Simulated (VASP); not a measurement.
Write the native input for VASP 6.6.1 that does the following.

```
Task                   : single point
Functional             : LDA
Potentials or basis    : VASP PAW LDA potentials, release 64 (Ga_d)
Cutoff                 : 520 eV
k mesh                 : 10 × 10 × 10
Occupations            : gaussian, width 0.15 eV
Spin                   : non-collinear spin, zero start, spin-orbit coupling
Starting moments       : [[0.0, 0.0, 0.0]] μB
Dipole correction      : no
Further INCAR settings : ALGO = Fast; EDIFF = 1e-06; NBANDS = 24
```

The structure of Ga lies in POSCAR:

```
Ga
1.0
   -1.3843987196      1.3843987196      2.3112238365
    1.3843987196     -1.3843987196      2.3112238365
    1.3843987196      1.3843987196     -2.3112238365
Ga
1
Direct
    0.0000000000      0.0000000000      0.0000000000
```

This isn't the form of Ga at room conditions, which is orthorhombic.

The input as run:

INCAR

```
  PREC = Accurate
  ENCUT = 520
  EDIFF = 1E-6
  ISMEAR = 0
  SIGMA = 0.15
  LREAL = F
  LASPH = T
  NELM = 150
  ALGO = Fast
  ISIF = 2
  LWAVE = F
  LCHARG = F
  MAGMOM = 0 0 0
  LORBIT = 11
  LSORBIT = T
  GGA_COMPAT = F
  LORBMOM = T
  GGA = CA
  NBANDS = 24
```

KPOINTS

```
regular mesh
0
Gamma
  10 10 10
```

Potentials or basis: VASP PAW LDA potentials, release 64 (Ga_d).

Command:

```console
$ cat potpaw_LDA.64/Ga_d/POTCAR > POTCAR
$ mpirun -np 1 vasp_ncl > vasp.out
```

Results of the run:

```
Pressure                                              : -1.7 GPa
Net moment                                            : 0.00 μB per cell
Valence electrons inside the program's atomic spheres : Ga 11.58
```

Wall time 95 s on 1 thread of Intel(R) Xeon(R) Platinum 8259CL CPU @ 2.50GHz (Skylake/Cascade Lake), with other jobs on the host, peak memory 0.21 GiB.
